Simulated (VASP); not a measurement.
A run of VASP 6.6.1 is set up as follows.

INCAR

```
ALGO = Normal
EDIFF = 1E-6
EDIFFG = -0.01
ENCUT = 600
IBRION = 2
ISIF = 3
ISMEAR = 0
LASPH = True
LCHARG = False
LREAL = False
LWAVE = False
NELM = 80
NSW = 90
PREC = Accurate
SIGMA = 0.03
```

Contents of KPOINTS:

```
k-points
0
Gamma
  9 9 4
```

File POSCAR:

```
CdS
1.0
    4.1500000000      0.0000000000      0.0000000000
   -2.0750000000      3.5940054300      0.0000000000
    0.0000000000      0.0000000000      6.7370000000
Cd S
2 2
Direct
    0.3333333300      0.6666666700      0.0000000000
    0.6666666700      0.3333333300      0.5000000000
    0.3333333300      0.6666666700      0.3750000000
    0.6666666700      0.3333333300      0.8750000000
```

Potentials or basis: VASP PAW LDA potentials, release 64 (Cd, S).

Run with:

```console
$ cat potpaw_LDA.64/Cd/POTCAR potpaw_LDA.64/S/POTCAR > POTCAR
$ mpirun -np 1 vasp_std > vasp.out
```

**Question.** What does it give for the space group after relaxing (to 0.05 Å)?

**Answer.** P6_3mc (No. 186).

**Question.** Predict the relaxed cell.

**Answer.** a = 4.083 Å, b = 4.083 Å, c = 6.657 Å, α = 90.00°, β = 90.00°, γ = 120.00°.

**Question.** What does it give for the band gap on the k mesh?

**Answer.** 1.04 eV, direct.

**Question.** Estimate the relaxed volume.

**Answer.** 24.03 Å³/atom.

Final structure:
```
CELL_PARAMETERS angstrom
4.08345 0.00000 0.00000
-2.04173 3.53637 0.00000
0.00000 0.00000 6.65737
ATOMIC_POSITIONS crystal
Cd 0.33333 0.66667 0.99957
Cd 0.66667 0.33333 0.49957
S 0.33333 0.66667 0.37543
S 0.66667 0.33333 0.87543
```

LDA usually gives volumes a few per cent too small. Zero-point motion and thermal expansion aren't in these numbers.
